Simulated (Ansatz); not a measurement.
# LiCl: energy and stress against strain

The task, for LiCl: see how energy and stress answer to the strain pattern (1, 1, 0, 0, 0, 0).

The COD entry's cell or inner coordinates are ideal or old and differ from later refinements, so a difference from it is no clean test against experiment.

Computed with Ansatz 0.2.0 (DFT PBEsol, scalar-relativistic, plane waves, PAW, unless a step's input says otherwise).

**1. Starting point**

The structure is cubic, space group Fm-3m (No. 225). Conventional cell: a = 5.130 Å, b = 5.130 Å, c = 5.130 Å, α = 90.00°, β = 90.00°, γ = 90.00°. Li (site symmetry m-3m) is surrounded by 6 Cl at 2.56 Å. Around Cl (site symmetry m-3m) lie 6 Li at 2.56 Å.

Structure file:

```xyz
2
Lattice="0.0000 2.5648 2.5648 2.5648 0.0000 2.5648 2.5648 2.5648 0.0000" Properties=species:S:1:pos:R:3 pbc="T T T"
Li    0.0000    0.0000    0.0000
Cl    2.5648    2.5648    2.5648
```

The cell is taken as given, not relaxed at this level.

**2. The scan: energy and stress against strain**

The cell is strained by ε times the Voigt pattern (1, 1, 0, 0, 0, 0) (xx, yy, zz, yz, xz, xy; engineering shear), with fractional coordinates fixed (clamped ions). The stress on the pattern is the sum of the stress components weighted by it, tension positive.

**3. Point ε = -0.0400**

input.yaml reads:

```yaml
crystal:
  lattice:
    - [0.0, 2.4621696, 2.56476]
    - [2.4621696, 0.0, 2.56476]
    - [2.4621696, 2.4621696, 0.0]
  atoms:
    - { symbol: Li, position: [0.0, 0.0, 0.0] }
    - { symbol: Cl, position: [0.5, 0.5, 0.5] }
basis:
  ecutwfc: 420
kpoints:
  mp_grid: { grid: [8, 8, 8] }
hamiltonian:
  xc: pbesol
scf:
  occupations: { method: gaussian, width: 0.05 }
output:
  forces: true
  stress: true
  eigenvalues: true
```

Started as:

```bash
$ ansatz run input.yaml --threads 1 --pin off --max-ram 1228MiB --backend cpu --events-out ev --progress --plain --runs-dir out
```

**4. ε = 0.0300**

input.yaml, as its differences from that of step 3:

```diff
@@ -2,5 +2,5 @@
   lattice:
-    - [0.0, 2.4621696, 2.56476]
-    - [2.4621696, 0.0, 2.56476]
-    - [2.4621696, 2.4621696, 0.0]
+    - [0.0, 2.6417028, 2.56476]
+    - [2.6417028, 0.0, 2.56476]
+    - [2.6417028, 2.6417028, 0.0]
   atoms:
```

**5. At ε = -0.0200**

input.yaml, as its differences from that of step 4:

```diff
@@ -2,5 +2,5 @@
   lattice:
-    - [0.0, 2.6417028, 2.56476]
-    - [2.6417028, 0.0, 2.56476]
-    - [2.6417028, 2.6417028, 0.0]
+    - [0.0, 2.5134648, 2.56476]
+    - [2.5134648, 0.0, 2.56476]
+    - [2.5134648, 2.5134648, 0.0]
   atoms:
```

**6. Point ε = 0.0100**

input.yaml, as its differences from that of step 5:

```diff
@@ -2,5 +2,5 @@
   lattice:
-    - [0.0, 2.5134648, 2.56476]
-    - [2.5134648, 0.0, 2.56476]
-    - [2.5134648, 2.5134648, 0.0]
+    - [0.0, 2.5904076, 2.56476]
+    - [2.5904076, 0.0, 2.56476]
+    - [2.5904076, 2.5904076, 0.0]
   atoms:
```

**7. At ε = 0.0400**

input.yaml, as its differences from that of step 6:

```diff
@@ -2,5 +2,5 @@
   lattice:
-    - [0.0, 2.5904076, 2.56476]
-    - [2.5904076, 0.0, 2.56476]
-    - [2.5904076, 2.5904076, 0.0]
+    - [0.0, 2.6673504, 2.56476]
+    - [2.6673504, 0.0, 2.56476]
+    - [2.6673504, 2.6673504, 0.0]
   atoms:
```

**8. Point ε = -0.0300**

input.yaml, as its differences from that of step 7:

```diff
@@ -2,5 +2,5 @@
   lattice:
-    - [0.0, 2.6673504, 2.56476]
-    - [2.6673504, 0.0, 2.56476]
-    - [2.6673504, 2.6673504, 0.0]
+    - [0.0, 2.4878172, 2.56476]
+    - [2.4878172, 0.0, 2.56476]
+    - [2.4878172, 2.4878172, 0.0]
   atoms:
```

**9. ε = 0.0200**

input.yaml, as its differences from that of step 8:

```diff
@@ -2,5 +2,5 @@
   lattice:
-    - [0.0, 2.4878172, 2.56476]
-    - [2.4878172, 0.0, 2.56476]
-    - [2.4878172, 2.4878172, 0.0]
+    - [0.0, 2.6160552, 2.56476]
+    - [2.6160552, 0.0, 2.56476]
+    - [2.6160552, 2.6160552, 0.0]
   atoms:
```

**10. Point ε = -0.0100**

input.yaml, as its differences from that of step 9:

```diff
@@ -2,5 +2,5 @@
   lattice:
-    - [0.0, 2.6160552, 2.56476]
-    - [2.6160552, 0.0, 2.56476]
-    - [2.6160552, 2.6160552, 0.0]
+    - [0.0, 2.5391124, 2.56476]
+    - [2.5391124, 0.0, 2.56476]
+    - [2.5391124, 2.5391124, 0.0]
   atoms:
```

**11. ε = 0.0350**

input.yaml, as its differences from that of step 10:

```diff
@@ -2,5 +2,5 @@
   lattice:
-    - [0.0, 2.5391124, 2.56476]
-    - [2.5391124, 0.0, 2.56476]
-    - [2.5391124, 2.5391124, 0.0]
+    - [0.0, 2.6545266, 2.56476]
+    - [2.6545266, 0.0, 2.56476]
+    - [2.6545266, 2.6545266, 0.0]
   atoms:
```

(Steps that only read results are left out.)

What does the calculation give? Wanted: slope of the stress at ε = 0, over ±0.0100.

The runs gave:

| quantity | value |
| --- | --- |
| slope of the stress at ε = 0, over ±0.0100 | 141 GPa |

**Reading.** The slope of the stress at zero strain, 141 GPa, estimates C11 + C22 + 2 C12 with clamped ions in this Cartesian frame; letting the atoms relax could not make it stiffer. The reference stands under -1.2 GPa, so this is no zero-stress constant. The undisturbed cell is not the lowest point: the energy is 2.0 meV/atom lower at ε = -0.0200; the cell was taken as given and not relaxed at this level. The gap on the mesh stays between 5.68 and 6.54 eV.
